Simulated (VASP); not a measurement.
# O2H2 in VASP: further runs

One molecule, O2H2, is run at these levels: PBE+D3(BJ), HSE06+D3(BJ); tasks: single point, vibrations by finite differences.

Everything below comes from runs of VASP 6.6.1. Logs are shortened: lines on timing, memory, paths and dates and some standing lists are left out, and cuts for length are marked.

### Step 1. Starting point

The cell holds a molecule in a box, 4 atoms: a = 12.922 Å, b = 13.422 Å, c = 13.922 Å, α = 90.00°, β = 90.00°, γ = 90.00°.

### Step 2. Single point, PBE+D3(BJ)

File INCAR:

```
  PREC = Accurate
  ENCUT = 250
  EDIFF = 1E-6
  ISMEAR = 0
  SIGMA = 0.01
  LREAL = F
  LASPH = T
  NELM = 60
  ALGO = Fast
  ISIF = 2
  LWAVE = F
  LCHARG = F
  GGA = PE
  IVDW = 12
  ISYM = 0
```

File KPOINTS:

```
regular mesh
0
Gamma
  1 1 1
```

File POSCAR:

```
HO                                      
1.0
   12.9224456750      0.0000000000      0.0000000000
    0.0000000000     13.4224456750      0.0000000000
    0.0000000000      0.0000000000     13.9224456750
  O               H             
     2     2
Selective dynamics
Direct
     0.5001445393000026    0.5246140216000015    0.5468873717999969   F   F   F
     0.4997889838677629    0.4795039398155161    0.4499038627695345   T   T   T
     0.4987949522625432    0.4631008201905668    0.5844988928710007   T   T   T
     0.5011787431569396    0.5410030538224904    0.4122972014831529   T   T   T
```

Potentials or basis: VASP PAW PBE potentials, release 64 (O, H).

Command:

```console
cat potpaw_PBE.64/O/POTCAR potpaw_PBE.64/H/POTCAR > POTCAR
mpirun -np 4 vasp_gam > vasp.out
```

OUTCAR:

```text
PREC = Accurate
   ENCUT = 250
   EDIFF = 1E-6
   ISMEAR = 0
   LREAL = F
   LASPH = T
   NELM = 60
   ISIF = 2
   GGA = PE
   IVDW = 12
   ISYM = 0
 IVDW          = 12

 ion  position               nearest neighbor table
   1  0.500  0.525  0.547-   3 0.98   2 1.48
   2  0.500  0.480  0.450-   4 0.98   1 1.48
   3  0.499  0.463  0.584-   1 0.98
   4  0.501  0.541  0.412-   2 0.98

IMPORTANT INFORMATION: All symmetrisations will be switched off!
NOSYMM: (Re-)initialisation of all symmetry stuff for point group C_1.

----------------------------------------------------------------------------------------

                                     Primitive cell

  volume of cell :    2414.8597

  direct lattice vectors                    reciprocal lattice vectors
    12.922445675  0.000000000  0.000000000     0.077384732  0.000000000  0.000000000
     0.000000000 13.422445675  0.000000000     0.000000000  0.074502071  0.000000000
     0.000000000  0.000000000 13.922445675     0.000000000  0.000000000  0.071826461

  length of vectors
    12.922445675 13.422445675 13.922445675     0.077384732  0.074502071  0.071826461

  position of ions in fractional coordinates (direct lattice)
     0.500144539  0.524614022  0.546887372
     0.499788984  0.479503940  0.449903863
     0.498794952  0.463100820  0.584498893
     0.501178743  0.541003054  0.412297201

  ion indices of the primitive-cell ions
   primitive index   ion index
                 1           1
                 2           2
                 3           3
                 4           4

----------------------------------------------------------------------------------------

 KPOINTS: regular mesh

Automatic generation of k-mesh.
 Grid dimensions read from file:
 generate k-points for:    1    1    1

 Generating k-lattice:

  Cartesian coordinates                     Fractional coordinates (reciprocal lattice)
     0.077384732  0.000000000  0.000000000     1.000000000  0.000000000  0.000000000
     0.000000000  0.074502071  0.000000000     0.000000000  1.000000000  0.000000000
     0.000000000  0.000000000  0.071826461     0.000000000  0.000000000  1.000000000

  Length of vectors
     0.077384732  0.074502071  0.071826461

  Shift w.r.t. Gamma in fractional coordinates (k-lattice)
     0.000000000  0.000000000  0.000000000

 Subroutine IBZKPT returns following result:
 ===========================================

 Found      1 irreducible k-points:

 Following reciprocal coordinates:
            Coordinates               Weight
  0.000000  0.000000  0.000000      1.000000
   k-points           NKPTS =      1   k-points in BZ     NKDIM =      1   number of bands    NBANDS=     12
   number of dos      NEDOS =    301   number of ions     NIONS =      4
   total plane-waves  NPLWV = 352800
   dimension x,y,z NGX =    70 NGY =   70 NGZ =   72
   dimension x,y,z NGXF=   140 NGYF=  140 NGZF=  144
   ions per type =               2   2
   NGX,Y,Z   is equivalent  to a cutoff of   9.01,  8.67,  8.60 a.u.
   NGXF,Y,Z  is equivalent  to a cutoff of  18.01, 17.34, 17.19 a.u.
 SYSTEM =  unknown system
   PREC   = accura    normal or accurate (medium, high low for compatibility)
   ISTART =      0    job   : 0-new  1-cont  2-samecut
   ICHARG =      2    charge: 1-file 2-atom 10-const
   ISPIN  =      1    spin polarized calculation?
   LNONCOLLINEAR =      F non collinear calculations
   LSORBIT =      F    spin-orbit coupling
   LASPH  =      T    aspherical Exc in radial PAW
   ENCUT  =  250.0 eV  18.37 Ry    4.29 a.u.  16.66 17.30 17.95*2*pi/ulx,y,z
   NELM   =     60;   NELMIN=  2; NELMDL= -5     # of ELM steps
   EDIFF  = 0.1E-05   stopping-criterion for ELM
   LREAL  =      F    real-space projection
   EDIFFG = 0.1E-04   stopping-criterion for IOM
   NSW    =      0    number of steps for IOM
   IBRION =     -1    ionic relax: 0-MD 1-quasi-New 2-CG
   NFREE  =      0    steps in history (QN), initial steepest desc. (CG)
   ISIF   =      2    stress and relaxation
   ISYM   =      0    0-nonsym 1-usesym 2-fastsym
   POTIM  = 0.5000    time-step for ionic-motion
   TEBEG  =    0.0;   TEEND  =   0.0 temperature during run
   PSTRESS=    0.0 pullay stress
   NELECT =      14.0000    total number of electrons
   NUPDOWN=      -1.0000    fix difference up-down
   EMIN   =  10.00;   EMAX   =-10.00  energy-range for DOS
   EFERMI =   0.00;   METHOD = LEGACY
   ISMEAR =     0;   SIGMA  =   0.01  broadening in eV -4-tet -1-fermi 0-gaus
   EFERMI_NEDOS =   21; number of points for ismear=-14 and -15
   IALGO  =     68    algorithm
   IMIX   =      4    mixing-type and parameters
     AMIX     =   0.40;   BMIX     =  1.00
     AMIX_MAG =   1.60;   BMIX_MAG =  1.00
  volume/ion in A,a.u.               =     603.71      4074.07
  Fermi-wavevector in a.u.,A,eV,Ry     =   0.294094  0.555758  1.176789  0.086492
  Thomas-Fermi vector in A             =   1.156371
   LORBIT       =      0    0 simple, 1 ext, 2 COOP (PROOUT), +10 PAW based schemes
   GGA     = PE    functional components
   LHFCALC =     F    Hartree Fock is set to
   AEXX    =    0.0000 exact exchange contribution
   IVDW    =    12    specifies the selected vdW correction
   LEPSILON=     F    determine dielectric tensor
   LRPA    =     F    only Hartree local field effects (RPA)
 non-spin polarized calculation
 RMM-DIIS sequential band-by-band and
 Gauss-broadening in eV      SIGMA  =   0.01
  energy-cutoff  :      250.00
  volume of cell :     2414.86
 maximum number of plane-waves:     10819
 NGX is ok and might be reduce to    70
   NGX = 33   NGY = 35   NGZ = 35

 number of electron      13.9999955 magnetization

 Free energy of the ion-electron system (eV)
  ---------------------------------------------------
  ext. energy  EPLUGINS =         0.00000000
  ---------------------------------------------------
  free energy    TOTEN  =       -18.43121896 eV

  energy without entropy =      -18.43121896  energy(sigma->0) =      -18.43121896

 E-fermi :  -5.6905     XC(G=0):  -0.4609

 val. band max:       -5.7624593567   @ k =   0.0000   0.0000   0.0000
 cond. band min:      -1.6064797881   @ k =   0.0000   0.0000   0.0000
 fundamental gap:      4.1559795686
 Fermi energy:        -5.6905235739

 k-point     1 :       0.0000    0.0000    0.0000
  band No.  band energies     occupation
      1     -28.4621      2.00000
      2     -23.0768      2.00000
      3     -12.9975      2.00000
      4     -12.6604      2.00000
      5      -9.5110      2.00000
      6      -9.0581      2.00000
      7      -5.7625      2.00000
      8      -1.6065      0.00000
      9      -0.8116      0.00000
     10       0.0743      0.00000
     11       0.1807      0.00000
     12       0.6111      0.00000

------------------------ aborting loop because EDIFF is reached ----------------------------------------

 Edisp (eV)   -0.02234

 E8    (eV) :    -0.0057

  FORCE on cell =-STRESS in cart. coord.  units (eV):
  Direction    XX          YY          ZZ          XY          YZ          ZX
  --------------------------------------------------------------------------------------
  -------------------------------------------------------------------------------------
  Total     -24.97847   -21.18448   -16.99788     0.06148     1.53625    -0.00809
  in kB     -16.57237   -14.05518   -11.27751     0.04079     1.01925    -0.00536
  external pressure =      -13.97 kB  Pullay stress =        0.00 kB

 VOLUME and BASIS-vectors are now :
 -----------------------------------------------------------------------------
  energy-cutoff  :      250.00
  volume of cell :     2414.86
      direct lattice vectors                 reciprocal lattice vectors
    12.922445675  0.000000000  0.000000000     0.077384732  0.000000000  0.000000000
     0.000000000 13.422445675  0.000000000     0.000000000  0.074502071  0.000000000
     0.000000000  0.000000000 13.922445675     0.000000000  0.000000000  0.071826461

 POSITION                                       TOTAL-FORCE (eV/Angst)
 -----------------------------------------------------------------------------------
      6.46309      7.04160      7.61401        -0.002011      0.316253      1.911980
      6.45850      6.43612      6.26376         0.001964     -0.322696     -1.908177
      6.44565      6.21595      8.13765         0.010179      0.439662     -0.370150
      6.47646      7.26158      5.74019        -0.010132     -0.433219      0.366348
 -----------------------------------------------------------------------------------
    total drift:                               -0.000583      0.000927     -0.001170

  FREE ENERGIE OF THE ION-ELECTRON SYSTEM (eV)
  ---------------------------------------------------
  free  energy   TOTEN  =       -18.4535620286 eV

  energy  without entropy=      -18.4535620286  energy(sigma->0) =      -18.45356203
```

Run time: 9.3 s. Hardware: 4 MPI ranks of Intel Xeon 6975P-C (Granite Rapids), shared host; peak memory 0.28 GiB.

The run converged, but a check on its numbers failed (symmetry, net force, bounds or a known fault of this set-up), so they aren't taken as properties of the molecule.

Caveat: the cutoff lies under the usual one of these potentials, so the numbers hold a large basis-set error.

### Step 3. Single point, HSE06+D3(BJ)

POSCAR is that of step 2.

File INCAR.step1:

```
  PREC = Accurate
  ENCUT = 400
  EDIFF = 1E-5
  ISMEAR = 0
  SIGMA = 0.01
  LREAL = F
  LASPH = T
  NELM = 60
  ALGO = Normal
  ISIF = 2
  LWAVE = T
  LCHARG = F
  ISYM = 0
  TIME = 0.4
  GGA = PE
```

File INCAR.step2:

```
  PREC = Accurate
  ENCUT = 400
  EDIFF = 1E-6
  ISMEAR = 0
  SIGMA = 0.01
  LREAL = F
  LASPH = T
  NELM = 60
  ALGO = Damped
  ISIF = 2
  LWAVE = F
  LCHARG = F
  GGA = PE
  LHFCALC = T
  HFSCREEN = 0.2
  PRECFOCK = Fast
  IVDW = 12
  VDW_S6 = 1.0
  VDW_S8 = 2.31
  VDW_A1 = 0.383
  VDW_A2 = 5.685
  ISYM = 0
  TIME = 0.4
  ISTART = 1
```

KPOINTS is that of step 2.

Potentials or basis: VASP PAW PBE potentials, release 64 (O, H).

Command:

```console
cat potpaw_PBE.64/O/POTCAR potpaw_PBE.64/H/POTCAR > POTCAR
cp INCAR.step1 INCAR
mpirun -np 4 vasp_gam > vasp.out
cp INCAR.step2 INCAR
mpirun -np 4 vasp_gam > vasp.out
```

Run time: 41 s. Hardware: 4 MPI ranks of Intel Xeon 6975P-C (Granite Rapids), shared host; peak memory 0.59 GiB.

Results (log left out):

```yaml
Free_energy: -23.3792 eV
Largest_force: 1.096 eV/Å
Gap_between_the_frontier_levels: 6.54 eV
Dispersion_energy_per_atom: -0.003 eV
```

Forces on the atoms (eV/Å):
```
O   -0.014 -0.908 -0.614
O    0.014  0.894  0.600
H    0.015  0.486 -0.301
H   -0.015 -0.471  0.314
```

Levels at points of the mesh, in eV from the valence-band top:
```tsv
k point	band 3	band 4	band 5	band 6	band 7	band 8	band 9	band 10	band 11	band 12
(0.00, 0.00, 0.00)	-6.81	-6.65	-3.82	-2.97	0.00	6.54	6.74	7.51	7.71	7.97
```

Caveat: the cutoff is under 1.25 times the usual one of these potentials, so pressure, stress and relaxed cells hold a basis-set (Pulay) error; the PAW data sets were made with another functional, which shifts forces and pressure a little.

### Step 4. Vibrations by finite differences, PBE+D3(BJ)

File INCAR:

```
  PREC = Accurate
  ENCUT = 400
  EDIFF = 1E-7
  ISMEAR = 0
  SIGMA = 0.01
  LREAL = F
  LASPH = T
  NELM = 60
  ALGO = Fast
  ISIF = 2
  LWAVE = F
  LCHARG = F
  GGA = PE
  IVDW = 12
  IBRION = 5
  NFREE = 2
  POTIM = 0.015
  NSW = 1
  ISYM = 0
```

KPOINTS is that of step 3.

File POSCAR:

```
HO                                      
1.0
   12.9224456750      0.0000000000      0.0000000000
    0.0000000000     13.4224456750      0.0000000000
    0.0000000000      0.0000000000     13.9224456750
  O               H             
     2     2
Selective dynamics
Direct
0.5001445393000026  0.5246140216000015  0.5468873717999969  T T T
0.4997889838677629  0.4795039398155161  0.4499038627695345  T T T
0.4987949522625432  0.4631008201905668  0.5844988928710007  T T T
0.5011787431569396  0.5410030538224904  0.4122972014831529  T T T
```

Command:

```console
cat potpaw_PBE.64/O/POTCAR potpaw_PBE.64/H/POTCAR > POTCAR
mpirun -np 4 vasp_gam > vasp.out
```

It took 6.1 min on 4 MPI ranks of Intel Xeon 6975P-C (Granite Rapids), shared host; peak memory 0.5 GiB.

Results (log left out):

```yaml
Highest_phonon_frequency_at_Γ_LO-TO_splitting_left_out: 3692 cm⁻¹
Most_unstable_mode: 299i cm⁻¹
Dispersion_energy_per_atom: -0.006 eV
```

Phonon frequencies in cm⁻¹ (negative: imaginary):
```
              q point                                     frequencies
(0.000, 0.000, 0.000)  -299 -43 -21 2 3 18 18 919 1195 1478 3683 3692
```

Caveat: the cutoff is under 1.25 times the usual one of these potentials, so pressure, stress and relaxed cells hold a basis-set (Pulay) error; some modes are imaginary.
